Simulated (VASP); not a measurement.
Wanted: the native input for a VASP 6.6.1 run.

```
Task                   : electric field gradients
Functional             : r2SCAN
Potentials or basis    : VASP PAW PBE potentials, release 64 (Ba_sv, Sr_sv, Ti_sv, O)
Cutoff                 : 520 eV
k mesh                 : 4 × 4 × 5
Occupations            : fermi-dirac, width 0.02 eV
Spin                   : no spin polarisation
Dipole correction      : no
Further INCAR settings : LREAL = Auto; ALGO = Normal; EDIFF = 1e-08; NBANDS = 73
```

The system is Ba2SrTi3O9.

```
Ba Sr Ti O
1.0
     2.82221   -8.45476    0.00000
     2.82221    8.45476    0.00000
     0.00000    0.00000    4.09804
Ba Sr Ti O
2 1 3 9
Direct
  0.66699 0.33301 0.00502
  0.33301 0.66699 0.00502
  0.00000 0.00000 0.99518
  0.16467 0.83533 0.48626
  0.83533 0.16467 0.48626
  0.50000 0.50000 0.48574
  0.16260 0.83740 0.03552
  0.83740 0.16260 0.03552
  0.50000 0.50000 0.03560
  0.83471 0.67123 0.52704
  0.50000 0.00000 0.52186
  0.16529 0.32877 0.52704
  0.32877 0.16529 0.52704
  0.00000 0.50000 0.52186
  0.67123 0.83471 0.52704
```

The cell comes from a database or a generator and needn't be the stable form of this composition.

The input as run:

POSCAR

```
Ba2SrTi3O9
1.0
    2.8222070000     -8.4547630000      0.0000000000
    2.8222070000      8.4547630000      0.0000000000
    0.0000000000      0.0000000000      4.0980360000
Ba Sr Ti O
2 1 3 9
Direct
    0.6669870000      0.3330130000      0.0050180000
    0.3330130000      0.6669870000      0.0050180000
    0.0000000000      0.0000000000      0.9951750000
    0.1646690000      0.8353310000      0.4862590000
    0.8353310000      0.1646690000      0.4862590000
    0.5000000000      0.5000000000      0.4857400000
    0.1626000000      0.8374000000      0.0355230000
    0.8374000000      0.1626000000      0.0355230000
    0.5000000000      0.5000000000      0.0356050000
    0.8347130000      0.6712300000      0.5270390000
    0.5000000000      0.0000000000      0.5218630000
    0.1652870000      0.3287700000      0.5270390000
    0.3287700000      0.1652870000      0.5270390000
    0.0000000000      0.5000000000      0.5218630000
    0.6712300000      0.8347130000      0.5270390000
```

INCAR.step1

```
ALGO     = Normal         # electronic algorithm
EDIFF    = 1E-4           # SCF threshold, eV
ENCUT    = 520            # plane-wave cutoff, eV
GGA      = PE             # functional
ISMEAR   = -1             # smearing method
LASPH    = T              # aspherical terms in the spheres
LCHARG   = F              # write CHGCAR
LREAL    = Auto         
LWAVE    = T              # write WAVECAR
NBANDS   = 73             # bands
NELM     = 100            # most SCF steps
PREC     = Accurate       # precision mode
SIGMA    = 0.02           # smearing width, eV
```

INCAR.step2

```
ALGO     = Normal         # electronic algorithm
EDIFF    = 1E-8           # SCF threshold, eV
ENCUT    = 520            # plane-wave cutoff, eV
ISIF     = 2              # what is computed and relaxed
ISMEAR   = -1             # smearing method
ISTART   = 1            
LASPH    = T              # aspherical terms in the spheres
LCHARG   = F              # write CHGCAR
LEFG     = T            
LMIXTAU  = T            
LREAL    = Auto         
LWAVE    = F              # write WAVECAR
METAGGA  = R2SCAN         # meta-GGA
NBANDS   = 73             # bands
NELM     = 100            # most SCF steps
PREC     = Accurate       # precision mode
SIGMA    = 0.02           # smearing width, eV
```

KPOINTS

```
k-points
0
Gamma
  4 4 5
```

Potentials or basis: VASP PAW PBE potentials, release 64 (Ba_sv, Sr_sv, Ti_sv, O).

Launch:

```sh
$ cat potpaw_PBE.64/Ba_sv/POTCAR potpaw_PBE.64/Sr_sv/POTCAR potpaw_PBE.64/Ti_sv/POTCAR potpaw_PBE.64/O/POTCAR > POTCAR
$ cp INCAR.step1 INCAR
$ mpirun -np 1 vasp_std > vasp.out
$ cp INCAR.step2 INCAR
$ mpirun -np 1 vasp_std > vasp.out
```

It gave:

```yaml
Pressure: -3.6 GPa
Largest_force: 0.163 eV/Å
Band_gap_on_the_k_mesh: 2.17 eV, indirect (least direct gap 2.51 eV)
```

Caveat: the PAW data sets were made with another functional, which shifts forces and pressure a little; spin-orbit coupling is left out, which moves the levels of the heavy elements; an odd mesh through Γ misses points on the zone boundary, where band edges often lie.

Wall time 66 min on 1 thread of Intel(R) Xeon(R) Platinum 8559C (Emerald Rapids) (shared host), peak memory 0.52 GiB.
